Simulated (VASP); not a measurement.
Wanted: the native input for a VASP 6.6.1 run.

| Property | Result |
| --- | --- |
| Task | band structure |
| Functional | PBEsol |
| Potentials or basis | VASP PAW PBE potentials, release 64 (Sr_sv, Ti_sv, O) |
| Cutoff | 520 eV |
| k mesh | 8 × 8 × 8 |
| Occupations | gaussian, width 0.03 eV |
| Spin | no spin polarisation |
| Further INCAR settings | ALGO = Normal; EDIFF = 1e-06; NBANDS = 28 |

The structure of SrTiO3 lies in POSCAR:

```
SrTiO3                                  
1.0
    3.8947475962      0.0000000000      0.0000000000
    0.0000000000      3.8947475962      0.0000000000
    0.0000000000      0.0000000000      3.8947475962
  Sr              Ti              O             
     1     1     3
Direct
     0.5000000000000000    0.5000000000000000    0.5000000000000000
     0.0000000000000000    0.0000000000000000    0.0000000000000000
     0.5000000000000000    0.0000000000000000    0.0000000000000000
     0.0000000000000000    0.5000000000000000    0.0000000000000000
     0.0000000000000000    0.0000000000000000    0.5000000000000000
```

The input as run:

INCAR

```
SYSTEM = SrTiO3
  PREC = Accurate
  ENCUT = 520
  EDIFF = 1E-6
  ISMEAR = 0
  SIGMA = 0.03
  LREAL = .FALSE.
  LASPH = .TRUE.
  NELM = 80
  ALGO = Normal
  ISIF = 2
  LWAVE = .FALSE.
  LCHARG = .FALSE.
  LMAXMIX = 4
  GGA = PS
  NBANDS = 28
  ICORELEVEL = 1
```

KPOINTS

```
regular mesh
0
G
  8 8 8
  0 0 0
```

KPOINTS_OPT

```
explicit points
64
Reciprocal
 0.0000000000  0.0000000000  0.0000000000 1
 0.0000000000  0.0555555556  0.0000000000 1
 0.0000000000  0.1111111111  0.0000000000 1
 0.0000000000  0.1666666667  0.0000000000 1
 0.0000000000  0.2222222222  0.0000000000 1
 0.0000000000  0.2777777778  0.0000000000 1
 0.0000000000  0.3333333333  0.0000000000 1
 0.0000000000  0.3888888889  0.0000000000 1
 0.0000000000  0.4444444444  0.0000000000 1
 0.0000000000  0.5000000000  0.0000000000 1
 0.0000000000  0.5000000000  0.0000000000 1
 0.0555555556  0.5000000000  0.0000000000 1
 0.1111111111  0.5000000000  0.0000000000 1
 0.1666666667  0.5000000000  0.0000000000 1
 0.2222222222  0.5000000000  0.0000000000 1
 0.2777777778  0.5000000000  0.0000000000 1
 0.3333333333  0.5000000000  0.0000000000 1
 0.3888888889  0.5000000000  0.0000000000 1
 0.4444444444  0.5000000000  0.0000000000 1
 0.5000000000  0.5000000000  0.0000000000 1
 0.5000000000  0.5000000000  0.0000000000 1
 0.4444444444  0.4444444444  0.0000000000 1
 0.3888888889  0.3888888889  0.0000000000 1
 0.3333333333  0.3333333333  0.0000000000 1
 0.2777777778  0.2777777778  0.0000000000 1
 0.2222222222  0.2222222222  0.0000000000 1
 0.1666666667  0.1666666667  0.0000000000 1
 0.1111111111  0.1111111111  0.0000000000 1
 0.0555555556  0.0555555556  0.0000000000 1
 0.0000000000  0.0000000000  0.0000000000 1
 0.0000000000  0.0000000000  0.0000000000 1
 0.0555555556  0.0555555556  0.0555555556 1
 0.1111111111  0.1111111111  0.1111111111 1
 0.1666666667  0.1666666667  0.1666666667 1
 0.2222222222  0.2222222222  0.2222222222 1
 0.2777777778  0.2777777778  0.2777777778 1
 0.3333333333  0.3333333333  0.3333333333 1
 0.3888888889  0.3888888889  0.3888888889 1
 0.4444444444  0.4444444444  0.4444444444 1
 0.5000000000  0.5000000000  0.5000000000 1
 0.5000000000  0.5000000000  0.5000000000 1
 0.4444444444  0.5000000000  0.4444444444 1
 0.3888888889  0.5000000000  0.3888888889 1
 0.3333333333  0.5000000000  0.3333333333 1
 0.2777777778  0.5000000000  0.2777777778 1
 0.2222222222  0.5000000000  0.2222222222 1
 0.1666666667  0.5000000000  0.1666666667 1
 0.1111111111  0.5000000000  0.1111111111 1
 0.0555555556  0.5000000000  0.0555555556 1
 0.0000000000  0.5000000000  0.0000000000 1
 0.5000000000  0.5000000000  0.0000000000 1
 0.5000000000  0.5000000000  0.0555555556 1
 0.5000000000  0.5000000000  0.1111111111 1
 0.5000000000  0.5000000000  0.1666666667 1
 0.5000000000  0.5000000000  0.2222222222 1
 0.5000000000  0.5000000000  0.2777777778 1
 0.5000000000  0.5000000000  0.3333333333 1
 0.5000000000  0.5000000000  0.3888888889 1
 0.5000000000  0.5000000000  0.4444444444 1
 0.5000000000  0.5000000000  0.5000000000 1
 0.0000000000  0.0000000000  0.0000000000 1
 0.5000000000  0.5000000000  0.0000000000 1
 0.5000000000  0.5000000000  0.5000000000 1
 0.0000000000  0.5000000000  0.0000000000 1
```

Potentials or basis: VASP PAW PBE potentials, release 64 (Sr_sv, Ti_sv, O).

Run with:

```sh
$ cat potpaw_PBE.64/Sr_sv/POTCAR potpaw_PBE.64/Ti_sv/POTCAR potpaw_PBE.64/O/POTCAR > POTCAR
$ mpirun -np 1 vasp_std > vasp.out
```

It gave:

| Item | Value |
| --- | --- |
| Pressure | 0.2 GPa |
| Band gap on the k mesh | 1.81 eV, indirect (least direct gap 2.17 eV) |
| Band gap along the path | 1.81 eV, indirect (least direct gap 2.17 eV) |

Caveat: the PAW data sets were made with another functional, which shifts forces and pressure a little.

It took 62 s on 1 thread of Intel(R) Xeon(R) Platinum 8488C (Sapphire Rapids), with other jobs on the host, peak memory 0.23 GiB.
